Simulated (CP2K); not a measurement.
GaN:

```
Ga N
1.0
     3.18000    0.00000    0.00000
    -1.59000    2.75396    0.00000
     0.00000    0.00000    5.16600
Ga N
2 2
Cartesian
  1.5900 0.9180 2.5830
  0.0000 1.8360 0.0000
  1.5900 0.9180 4.5203
  0.0000 1.8360 1.9373
```

Base run:

```yaml
Program: CP2K 2026.2
Functional: PBEsol
Potentials_or_basis: POTENTIAL_UZH Ga GTH-PBE-q13, N GTH-PBE-q5; TZVP-MOLOPT-PBE-GTH basis
Density_cutoff: 6123 eV
k_mesh: 10 × 10 × 5
Occupations: fermi-dirac, width 0.0259 eV
Spin: no spin polarisation
```

Its results: pressure 4.1 GPa.

The run is repeated on the same cell with these changes: functional from PBEsol to PBE; occupations from fermi-dirac, width 0.0259 eV to fermi-dirac, width 0.01 eV. What comes out?

Pressure 9.4 GPa.

Caveats: the basis of atomic orbitals isn't converged, which shifts pressures, moduli and gaps; the potentials were made for another functional, which shifts forces and pressure (some runs).
